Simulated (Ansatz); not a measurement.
The system is ZrH.

```
Zr H
1.0
    -1.64391    1.64391    2.50440
     1.64391   -1.64391    2.50440
     1.64391    1.64391   -2.50440
Zr H
1 1
Direct
  0.00000 0.00000 0.00000
  0.75000 0.25000 0.50000
```

The cell comes from a database or a generator and needn't be the stable form of this composition.

Base run:

```yaml
Program: Ansatz 0.2.0
Functional: LDA
Potentials_or_basis: Ansatz PAW
Cutoff: 420 eV
Density_cutoff: 1680 eV
k_mesh: 11 × 11 × 11
Occupations: fermi-dirac, width 0.05 eV
Spin: no spin polarisation
```

Its results: band gap on the k mesh none (metal or under the smearing width); pressure -6.6 GPa.

The run is repeated on the same cell with these changes: hubbard terms from none to Zr d U = 4 eV; hubbard projectors from none to ortho-atomic (the default). What comes out?

Band gap on the k mesh none (metal or under the smearing width); pressure -3.1 GPa.

Caveats: the PAW data sets come from PBE, with cores solved anew for the run's functional, which leaves a small shift of forces and pressure; U without spin polarisation on a metal has little footing (some runs); the U is typed as a test and isn't derived for this compound (some runs).

Not every run made on this cell is shown here.
